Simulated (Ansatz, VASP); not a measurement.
# LiCl: VASP beside Ansatz

The input INCAR:

```
SYSTEM = LiCl
ALGO = Normal
EDIFF = 1E-6
ENCUT = 520
GGA = PE
ISIF = 2
ISMEAR = 0
LASPH = .True.
LCHARG = .False.
LREAL = .False.
LWAVE = .False.
NBANDS = 12
NELM = 80
PREC = Accurate
SIGMA = 0.05
```

Contents of KPOINTS:

```
k-points
0
Gamma
  8 8 8
  0 0 0
```

POSCAR

```
LiCl
1.0
    0.0000000000      2.5647600000      2.5647600000
    2.5904076000      0.0000000000      2.5647600000
    2.5904076000      2.5647600000      0.0000000000
Li Cl
1 1
Direct
    0.0000000000      0.0000000000      0.0000000000
    0.5000000000      0.5000000000      0.5000000000
```

Input for Ansatz:

```yaml
crystal:
  lattice:
    - [0.0, 2.56476, 2.56476]
    - [2.5904076, 0.0, 2.56476]
    - [2.5904076, 2.56476, 0.0]
  atoms:
    - { symbol: Li, position: [0.0, 0.0, 0.0] }
    - { symbol: Cl, position: [0.5, 0.5, 0.5] }
basis:
  ecutwfc: 420
kpoints:
  mp_grid: { grid: [8, 8, 8] }
hamiltonian:
  xc: pbe
scf:
  occupations: { method: gaussian, width: 0.05 }
output:
  forces: true
  stress: true
  eigenvalues: true
```

Change from the starting cell: strain +0.0100 x Voigt [1, 0, 0, 0, 0, 0], atoms carried along.

Alike in both runs: task single point; functional PBE; k mesh 8 × 8 × 8; occupations gaussian, width 0.05 eV; no spin polarisation.

```csv
,VASP,Ansatz
version,VASP 6.6.1,Ansatz 0.2.0
potentials or method,"VASP PAW PBE potentials, release 64 (Li_sv, Cl)","scalar-relativistic, plane waves, PAW"
plane-wave cutoff (eV),520,420
valence electrons in the cell,10,10
```

|  | VASP | Ansatz | Ansatz less VASP |
| --- | --- | --- | --- |
| gap on the k mesh at the Fermi level (eV) | 6.27 | 6.25 | -0.012 |
| least direct gap on the mesh (eV) | 6.27 | 6.25 | -0.012 |

 A k mesh can miss the band edges.
